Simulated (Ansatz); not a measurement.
Crystal: MoS2.

```
Mo S
1.0
     3.16900    0.00000    0.00000
    -1.58450    2.74443    0.00000
     0.00000    0.00000   12.32400
Mo S
2 4
Direct
  0.66667 0.33333 0.75000
  0.33333 0.66667 0.25000
  0.66667 0.33333 0.37700
  0.33333 0.66667 0.87700
  0.66667 0.33333 0.12300
  0.33333 0.66667 0.62300
```

Base run:

- Program: Ansatz 0.2.0
- Functional: LDA
- Potentials or basis: Ansatz PAW
- Cutoff: 420 eV (not typed: the program's choice for these potentials)
- k mesh: 10 × 10 × 3
- Occupations: fermi-dirac, width 0.05 eV
- Spin: no spin polarisation
- Hubbard terms: Mo d U = 1 eV

Its results: band gap on the k mesh 0.87 eV, indirect (least direct gap 1.83 eV); pressure -5.7 GPa; largest force 0.485 eV/Å.

Problem. The run is repeated on the same cell with these changes: hubbard terms from Mo d U = 1 eV to Mo d U = 8 eV. What comes out?

Solution. Band gap on the k mesh 0.82 eV, indirect (least direct gap 1.01 eV); pressure -4.3 GPa; largest force 0.534 eV/Å.

Caveats: odd divisions of the mesh miss points on the zone boundary, where band edges often lie, so the gap on the mesh can be too wide; the PAW data sets come from PBE, with cores solved anew for the run's functional, which leaves a small shift of forces and pressure; the density of states is complete only up to the lowest level of the last band computed.

A k mesh can miss the band edges.
